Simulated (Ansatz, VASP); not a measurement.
# Two plane-wave programs on Cd

INCAR

```
SYSTEM = Cd
PREC = Accurate
ENCUT = 600
EDIFF = 1E-6
ISMEAR = 0
SIGMA = 0.1
LREAL = .False.
LASPH = .True.
NELM = 100
ALGO = Normal
ISIF = 3
LWAVE = .False.
LCHARG = .False.
GGA = PE
IBRION = 2
NSW = 80
EDIFFG = -0.01
```

The input KPOINTS:

```
Automatic mesh
0
Gamma
  18 18 18
  0 0 0
```

The input POSCAR:

```
Cd
1.0
   -1.7019591747      1.7016579535      2.3984827595
    1.7019591747     -1.7016579535      2.3984827595
    1.7019591747      1.7016579535     -2.3984827595
Cd
1
Direct
    0.5000000000      0.5000000000      0.0000000000
```

Input for Ansatz:

```yaml
crystal:
  lattice:
    - [-1.7019591747, 1.7016579535, 2.3984827595]
    - [1.7019591747, -1.7016579535, 2.3984827595]
    - [1.7019591747, 1.7016579535, -2.3984827595]
  atoms:
    - { symbol: Cd, position: [0.5, 0.5, 0.0] }
basis:
  ecutwfc: 420
kpoints:
  mp_grid: { grid: [18, 18, 18] }
hamiltonian:
  xc: pbe
scf:
  occupations: { method: gaussian, width: 0.1 }
output:
  forces: true
  stress: true
  eigenvalues: true
relax:
  adjacent_minimum: "off"
  f_tol: 0.01
  max_steps: 60
  cell: { stress_tol: 0.1 }
```

Alike in both runs: task relaxation of cell and atoms; functional PBE; k mesh 18 × 18 × 18; occupations gaussian, width 0.1 eV; no spin polarisation.

|  | VASP | Ansatz |
| --- | --- | --- |
| version | VASP 6.6.1 | Ansatz 0.2.0 |
| potentials or method | VASP PAW PBE potentials, release 64 (Cd) | scalar-relativistic, plane waves, PAW |
| plane-wave cutoff (eV) | 600 | 420 |
| valence electrons in the cell | 12 | 20 |

VASP gave:

* gap on the k mesh at the Fermi level, each at its own relaxed structure (eV): none
* relaxed volume (Å³/atom): 22.95
* relaxed cell length with the largest relative difference (Å): 3.190
* energy change over the relaxation (meV/atom): -86

Task: What did Ansatz give for the same quantities?

Result: gap on the k mesh at the Fermi level, each at its own relaxed structure (eV): none; relaxed volume (Å³/atom): 22.88; relaxed cell length with the largest relative difference (Å): 3.186; energy change over the relaxation (meV/atom): -88.

A gap of «none» marks a metal or a gap that the smearing closes. The two sets of potentials don't hold the same shells in valence.

Caveats: the volume moved by over 15 % at a fixed basis, so the end points are rough (VASP).
